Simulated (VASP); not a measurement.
Ga17N15 (a cell with a defect): single point with PBE

The system is Ga17N15 (a cell with a defect).

```
CELL_PARAMETERS angstrom
4.54848 4.54848 4.54848
-4.54848 4.54848 -4.54848
-4.54848 -4.54848 4.54848
ATOMIC_POSITIONS crystal
Ga 0.46236 0.71236 0.71236
Ga 0.49763 0.50562 0.00000
Ga 0.75000 0.50562 0.74763
Ga 0.50799 0.25237 0.25237
Ga 0.75000 0.28764 0.00000
Ga 0.00237 0.25237 0.75799
Ga 0.49763 0.00000 0.50562
Ga 0.75000 0.00000 0.28764
Ga 0.03764 0.00000 0.00000
Ga 0.25562 0.00000 0.74763
Ga 0.75000 0.74763 0.50562
Ga 0.00237 0.75799 0.25237
Ga 0.25562 0.74763 0.00000
Ga 0.99201 0.49438 0.49438
Ga 0.24438 0.49438 0.24201
Ga 0.24438 0.24201 0.49438
Ga 0.75000 0.00000 0.00000
N 0.75000 0.74333 0.25700
N 0.00700 0.74333 0.00000
N 0.75000 0.50000 0.50000
N 0.00667 0.51367 0.25667
N 0.25000 0.50000 0.00000
N 0.75000 0.25700 0.74333
N 0.00667 0.25667 0.51367
N 0.26367 0.25667 0.25667
N 0.49333 0.25700 0.00000
N 0.00700 0.00000 0.74333
N 0.25000 0.00000 0.50000
N 0.49333 0.00000 0.25700
N 0.23633 0.74300 0.74300
N 0.49300 0.74300 0.48633
N 0.49300 0.48633 0.74300
```

The cell isn't the ideal one: Ga on a N site (c), charge +0, atoms relaxed at the host's cell.

| Quantity | Value |
| --- | --- |
| Program | VASP 6.6.1 |
| Task | single point |
| Functional | PBE |
| Potentials or basis | VASP PAW PBE potentials, release 64 (Ga_d, N) |
| Cutoff | 520 eV |
| k mesh | 2 × 2 × 2, shifted |
| Occupations | gaussian, width 0.01 eV |
| Spin | no spin polarisation |

| Property | Result |
| --- | --- |
| Pressure | 9.1 GPa |
| Largest force | 0.010 eV/Å |
| Band gap on the k mesh | none (metal or under the smearing width) |

Forces in eV/Å, atoms in the order of the input:
```
Ga  -0.006  0.006  0.006
Ga  -0.006 -0.001 -0.006
Ga   0.001  0.006 -0.006
Ga  -0.001  0.006  0.006
Ga   0.006 -0.006  0.006
Ga  -0.006  0.001  0.006
Ga  -0.006 -0.006 -0.001
Ga   0.006  0.006 -0.006
Ga  -0.006 -0.006 -0.006
Ga   0.006  0.006 -0.001
Ga   0.001 -0.006  0.006
Ga  -0.006  0.006  0.001
Ga   0.006 -0.001  0.006
Ga  -0.001 -0.006 -0.006
Ga   0.006  0.001 -0.006
Ga   0.006 -0.006  0.001
Ga   0.000  0.000  0.000
N    0.000  0.000  0.000
N    0.000  0.000  0.000
N    0.000  0.000  0.000
N    0.000  0.000  0.000
N    0.000  0.000  0.000
N    0.000  0.000  0.000
N    0.000  0.000  0.000
N    0.000  0.000  0.000
N    0.000  0.000  0.000
N    0.000  0.000  0.000
N    0.000  0.000  0.000
N    0.000  0.000  0.000
N    0.000  0.000  0.000
N    0.000  0.000  0.000
N    0.000  0.000  0.000
```

Levels at points of the mesh, in eV from the Fermi level:
| k point | band 143 | band 144 | band 145 | band 146 | band 147 | band 148 | band 149 | band 150 | band 151 | band 152 |
| --- | --- | --- | --- | --- | --- | --- | --- | --- | --- | --- |
| (0.25, 0.25, 0.25) | -2.13 | -2.08 | -2.08 | -2.08 | 0.06 | 0.06 | 0.06 | 2.38 | 2.38 | 2.38 |

It took 6.1 min on 1 thread of Intel(R) Xeon(R) Platinum 8559C (Emerald Rapids) (shared host), peak memory 0.5 GiB.

Caveat: the k mesh is coarse (spacing up to 0.49 Å⁻¹), so the values aren't converged.
